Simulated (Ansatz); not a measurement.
## Deforming TaN

```
CELL_PARAMETERS angstrom
0.00000 2.17900 2.17900
2.17900 0.00000 2.17900
2.17900 2.17900 0.00000
ATOMIC_POSITIONS crystal
Ta 0.50000 0.50000 0.50000
N 0.00000 0.00000 0.00000
```

Atom numbers follow the list: Ta1, N2.

The cell is COD entry 2310957, as deposited and not checked against the literature; nothing was relaxed.

No spin–orbit coupling, which matters for the heavy atoms here.

The calculation used Ansatz 0.2.0, DFT, PBEsol, all-electron LAPW, scalar-relativistic.

Settings: a Γ-centred 9×9×9 k mesh, Fermi–Dirac smearing of 0.02 eV, basis error target 0.5 meV/atom, no spin polarisation.

The unchanged cell is at 4.30 GPa.

In a metal, stresses and small energies carry noise from the k mesh.

x, y and z are the Cartesian axes of the cell as listed; fractional coordinates follow a strain, and an engineering shear is twice the off-diagonal strain component.

**Question.** With this change (equal xy, yz and zx engineering shear strains of -3 %), what becomes of the energy and stress?

**Answer.** Energy change +5 meV/atom; stress change (xx, yy, zz, yz, xz, xy) 0.35, 0.35, 0.35, 2.21, 2.21, 2.21 GPa, compression positive.

With equal xy, yz and zx engineering shear strains of +3 %: energy change +6 meV/atom; stress change (xx, yy, zz, yz, xz, xy) 0.41, 0.41, 0.41, -2.37, -2.37, -2.37 GPa, compression positive.
